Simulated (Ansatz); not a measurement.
## ZnS (Wurtzite-6H) under changes of volume

One of the cells (19.600 Å³/atom); the others are scaled copies at fixed shape and fractional positions:

```
Zn S
1.0
     3.81200    0.00000    0.00000
    -1.90600    3.30129    0.00000
     0.00000    0.00000   18.68999
Zn S
6 6
Direct
  0.33333 0.66667 0.83333
  0.66667 0.33333 0.33333
  0.66667 0.33333 0.66667
  0.33333 0.66667 0.16667
  0.00000 0.00000 0.50000
  0.00000 0.00000 0.00000
  0.33333 0.66667 0.95833
  0.66667 0.33333 0.45833
  0.66667 0.33333 0.79167
  0.33333 0.66667 0.29167
  0.00000 0.00000 0.62500
  0.00000 0.00000 0.12500
```

```yaml
Program: Ansatz 0.2.0
Functional: PBEsol
Dispersion: D3(BJ)
Potentials_or_basis: Ansatz PAW
Cutoff: "420 eV (not typed: the program's choice for these potentials)"
k_mesh: 8 × 8 × 2
Occupations: fermi-dirac, width 0.05 eV
Spin: no spin polarisation
```

| volume (Å³/atom) | energy over the lowest point (meV/atom) | pressure (GPa) | gap on the mesh (eV) | largest force (eV/Å) |
| --- | --- | --- | --- | --- |
| 18.424 | 0.79 | 1.2 | 2.30 | 0.035 |
| 18.816 | 0.00 | -0.6 | 2.20 | 0.031 |
| 19.208 | 3.39 | -2.2 | 2.11 | 0.029 |
| 19.600 | 10.50 | -3.6 | 2.02 | 0.026 |
| 19.992 | 20.93 | -4.9 | 1.94 | 0.025 |
| 20.384 | 34.33 | -6.0 | 1.86 | 0.025 |
| 20.776 | ? | ? | ? | ? |

**Question.** What does the run at 20.776 Å³/atom give?

**Answer.** Energy over the lowest point 50.37 meV/atom; pressure -7.1 GPa; gap on the mesh 1.78 eV; largest force 0.025 eV/Å.

Worked out: A Birch-Murnaghan fit of order 3 (a polynomial in V^(-2/3)) to the other rows has its minimum at 18.69 Å³/atom with B0 = V·E''(V) = 84 GPa and B' = 4.5 at fixed shape and positions, which overstates the stiffness. It gives 50.37 meV/atom at 20.776 Å³/atom, against the run's 50.37, and -dE/dV = -7.1 GPa, against -7.1. A straight line through the other rows of the gap, of slope -4.34 eV per unit of ln V (its deformation potential), extrapolates to 1.77 eV, against the run's 1.78.

Energies are extrapolated to zero smearing.

Caveats: the cell's inner coordinates are idealised or old, which leaves forces on the atoms; the PAW data sets come from PBE, with cores solved anew for the run's functional, which leaves a small shift of forces and pressure.

A mesh can miss the band edges.
